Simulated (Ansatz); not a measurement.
Wanted: the native input for an Ansatz 0.2.0 run.

```
Task                              : single point
Functional                        : PBE
Potentials or basis               : Ansatz PAW
Cutoff                            : 420 eV (not typed: the program's choice for these potentials)
k mesh                            : 12 × 12 × 1
Occupations                       : fermi-dirac, width 0.05 eV
Spin                              : collinear spin, ferromagnetic start
Starting moments                  : [2.0, 2.0, 2.0, 2.0, 2.0, 2.0] μB
Boundary along the surface normal : dipole_correction
Miller                            : 1 × 1 × 1
Bulk formula                      : Co
```

Co, a slab with vacuum:

```
Co
1.0
     2.53950    0.00000    0.00000
    -1.26975    2.19927    0.00000
     0.00000    0.00000   25.36748
Co
6
Direct
  0.66667 0.33333 0.29565
  0.33333 0.66667 0.37739
  0.00000 0.00000 0.45913
  0.66667 0.33333 0.54087
  0.33333 0.66667 0.62261
  0.00000 0.00000 0.70435
```

The cell isn't the ideal one: the (1 1 1) slab of Co, cut from the database cell, not relaxed.

One way to write it, as run:

input.yaml

```yaml
crystal:
  lattice:
    - [2.539503294, 0.0, 0.0]
    - [-1.269751647, 2.1992743656, 0.0]
    - [0.0, 0.0, 25.3674787838]
  atoms:
    - { symbol: Co, position: [0.6666666667, 0.3333333333, 0.2956541351], spin: 2.0 }
    - { symbol: Co, position: [0.3333333333, 0.6666666667, 0.3773924811], spin: 2.0 }
    - { symbol: Co, position: [0.0, 0.0, 0.459130827], spin: 2.0 }
    - { symbol: Co, position: [0.6666666667, 0.3333333333, 0.540869173], spin: 2.0 }
    - { symbol: Co, position: [0.3333333333, 0.6666666667, 0.6226075189], spin: 2.0 }
    - { symbol: Co, position: [0.0, 0.0, 0.7043458649], spin: 2.0 }
hamiltonian:
  xc: pbe
  pseudopotentials: { kind: paw }
magnetization:
  spin_polarized: true
kpoints:
  mp_grid: { grid: [12, 12, 1] }
scf:
  occupations: { method: fermi_dirac, width: 0.05 }
output:
  forces: true
  eigenvalues: true
efield:
  axis: 3
  dipole_correction: true
  ramp_width: 0.04
```

Potentials or basis: Ansatz PAW.

The run is started by

```bash
$ ansatz run input.yaml --threads 4 --pin off --max-ram 11264MiB --backend cpu --events-out ev --progress --plain --runs-dir out
```

Results of the run:

```yaml
Largest_force: 0.699 eV/Å
Band_gap_on_the_k_mesh: none (metal or under the smearing width)
Net_moment: 10.43 μB per cell
Absolute_moment: 11.50 μB per cell
Site_moments: Co +1.86, +1.81, +1.79 μB
Work_function_of_the_upper_face: 5.00 eV
Work_function_of_the_lower_face: 5.00 eV
Dipole_across_the_slab: 0.000 e·Å
```

Caveat: the cell was measured hot, at 1300 K.

Run time: 15 s on 4 threads of Arm Neoverse V2 (shared host), peak memory 0.65 GiB.
